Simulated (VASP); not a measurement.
A run of VASP 6.6.1 is set up as follows.

The input INCAR:

```
SYSTEM = CdO
ALGO = Normal
EDIFF = 1E-7
EDIFFG = -0.005
ENCUT = 600
GGA = PS
IBRION = 2
ISIF = 3
ISMEAR = 0
LASPH = .True.
LCHARG = .False.
LREAL = .False.
LWAVE = .False.
NELM = 80
NSW = 90
PREC = Accurate
SIGMA = 0.03
```

The input KPOINTS:

```
k-points
0
Gamma
  12 12 12
  0 0 0
```

POSCAR

```
CdO                                     
1.0
    0.0000000000      2.3523961160      2.3523961160
    2.3523961160      0.0000000000      2.3523961160
    2.3523961160      2.3523961160      0.0000000000
  Cd              O             
     1     1
Direct
     0.0000000000000000    0.0000000000000000    0.0000000000000000
     0.5000000000000000    0.5000000000000000    0.5000000000000000
```

Potentials or basis: VASP PAW PBE potentials, release 64 (Cd, O).

Launch:

```bash
$ cat potpaw_PBE.64/Cd/POTCAR potpaw_PBE.64/O/POTCAR > POTCAR
$ mpirun -np 1 vasp_std > vasp.out
```

Problem. What does it give for the band gap on the k mesh?

Solution. None (metal or under the smearing width).

Final structure:
```cif
data_structure
_symmetry_space_group_name_H-M 'P 1'
_symmetry_Int_Tables_number 1
_cell_length_a 3.3268
_cell_length_b 3.3268
_cell_length_c 3.3268
_cell_angle_alpha 60.000
_cell_angle_beta 60.000
_cell_angle_gamma 60.000
_cell_volume 26.04
loop_
_atom_site_label
_atom_site_type_symbol
_atom_site_fract_x
_atom_site_fract_y
_atom_site_fract_z
_atom_site_occupancy
Cd1 Cd 0.00000 0.00000 0.00000 1
O1 O 0.50000 0.50000 0.50000 1
```

Caveat: the relaxation stopped at its first step, so nothing moved; this crystal is a semiconductor, whose small gap the functional closes, so the metal is an error of the method.
